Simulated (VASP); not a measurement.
A run of VASP 6.6.1 is set up as follows.

File INCAR:

```
SYSTEM = Ti
ALGO = Fast
EDIFF = 1E-6
ENCUT = 520
GGA = PS
ISIF = 2
ISMEAR = 0
LASPH = .TRUE.
LCHARG = .FALSE.
LREAL = .FALSE.
LWAVE = .FALSE.
NBANDS = 12
NELM = 100
PREC = Accurate
SIGMA = 0.15
```

KPOINTS

```
k-points
0
G
  20 20 20
  0 0 0
```

POSCAR

```
Ti
1.0
    0.0000000000      2.1924000000      2.0300000000
    2.1924000000      0.0000000000      2.0300000000
    2.1924000000      2.1924000000      0.0000000000
Ti
1
Direct
    0.0000000000      0.0000000000      0.0000000000
```

Potentials or basis: VASP PAW PBE potentials, release 64 (Ti_sv).

The run is started by

```bash
$ cat potpaw_PBE.64/Ti_sv/POTCAR > POTCAR
$ mpirun -np 1 vasp_std > vasp.out
```

(1) Predict the pressure.

(2) What does it give for the band gap on the k mesh?

Results:

(1) -13.8 GPa.

(2) none (metal or under the smearing width).

Caveat: the PAW data sets were made with another functional, which shifts forces and pressure a little.
